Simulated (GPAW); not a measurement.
Input of a GPAW 26.7.0 run:

run.py

```python
from ase import Atoms
from ase.dft.bandgap import bandgap
from ase.io import write
from ase.units import Bohr, GPa
from gpaw import GPAW, PW
from gpaw.elf import elf_from_dft_calculation

atoms = Atoms(['Co', 'O'],
              cell=[[0.0, 2.1315, 2.1315],
                    [2.1315, 0.0, 2.1315],
                    [2.1315, 2.1315, 0.0]],
              scaled_positions=[[0.0, 0.0, 0.0],
                                [0.5, 0.5, 0.5]],
              pbc=True)
atoms.set_initial_magnetic_moments([2.0, 0.0])

calc = GPAW(mode=PW(800),
            xc='PBE',
            kpts={'size': (11, 11, 11), 'gamma': True},
            occupations={'name': 'fermi-dirac', 'width': 0.05},
            nbands=17,
            convergence={'density': 1e-05, 'energy': 1e-05},
            maxiter=150,
            txt='gpaw.txt')
atoms.calc = calc
energy = atoms.get_potential_energy()
forces = atoms.get_forces()
stress = atoms.get_stress()
calc.write('gs.gpw')
write('result.traj', atoms)
print(f'Energy: {energy:.6f} eV')
print('Forces (eV/A):')
print(forces.round(4))
print('Stress (GPa):', (stress / GPa).round(3))
print('Moments:', calc.get_magnetic_moments().round(3))
print('Fermi level:', round(calc.get_fermi_level(), 4), 'eV')
print(f'Gap: {bandgap(calc)[0]:.4f} eV, direct: {bandgap(calc, direct=True)[0]:.4f} eV')

# fields on the real-space grid
write('density.cube', atoms, data=calc.get_pseudo_density() * Bohr**3)
write('potential.cube', atoms, data=calc.get_electrostatic_potential())
write('spin.cube', atoms, data=(calc.get_pseudo_density(spin=0) - calc.get_pseudo_density(spin=1)) * Bohr**3)
write('elf.cube', atoms, data=elf_from_dft_calculation(calc).data)
```

Potentials or basis: GPAW PAW data sets (gpaw-data 1.2.1), pw.

Command:

```console
$ OMP_NUM_THREADS=1 python run.py
```

Question: Estimate the pressure.

Answer: -1.3 GPa.

Question: Predict the site moments.

Answer: Co +2.53; O +0.23 μB.

Question: What does it give for the net moment?

Answer: 2.93 μB per cell.

Question: What does it give for the band gap on the k mesh?

Answer: None (metal or under the smearing width).

Caveat: a cell with one magnetic atom can't hold antiferromagnetic order, which such compounds often take; semilocal functionals often make such compounds metallic where correlation or magnetic order opens a gap, which also shifts bond lengths. With open d or f shells a metallic result of PBE can be an artefact of self-interaction; +U or a hybrid may open a gap.
